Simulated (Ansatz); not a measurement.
## Hf under strains and displacements

These are results of DFT PBE, scalar-relativistic, plane waves, PAW (Ansatz 0.2.0), not measurements.

Cutoff 420 eV; k points 16×16×16 on the computed 1-atom cell (Γ-centred); Gaussian smearing, width 0.10 eV; no spin polarisation.

Reference cell:

```
Hf
1.0
     0.00000    2.22000    2.22000
     2.22000    0.00000    2.22000
     2.22000    2.22000    0.00000
Hf
1
Cartesian
  0.0000 0.0000 0.0000
```

Each variant moves atoms of this cell by the vectors given, if any (Å), and then applies a symmetric strain (tensor components, Cartesian axes). The reference cell isn't relaxed at this level. Energies are per atom at zero smearing, counted from the lowest variant. Pressure is positive in compression.

1. strain (xx yy zz yz xz xy, %) 2.20 2.20 2.20 0.00 0.00 0.00
2. strain (xx yy zz yz xz xy, %) 1.23 1.23 1.23 0.00 0.00 0.00
3. strain (xx yy zz yz xz xy, %) 4.46 4.46 4.46 0.00 0.00 0.00
4. strain (xx yy zz yz xz xy, %) -3.75 -3.75 -3.75 0.00 0.00 0.00

```tsv
result	ΔE (meV/atom)	P (GPa)
A	0.0	-0.61
B	157.8	18.69
C	8.2	-3.30
D	67.5	-8.56
```

(1) Which variant gave which result?

Spin–orbit coupling is left out, which can shift energies with elements as heavy as these.

Answers

(1) A is 2, B is 4, C is 1, D is 3. The pressure falls as the cell grows: from the smallest volume to the largest the variants are 4, 2, 1, 3.

This fcc form isn't the element's structure at ambient conditions.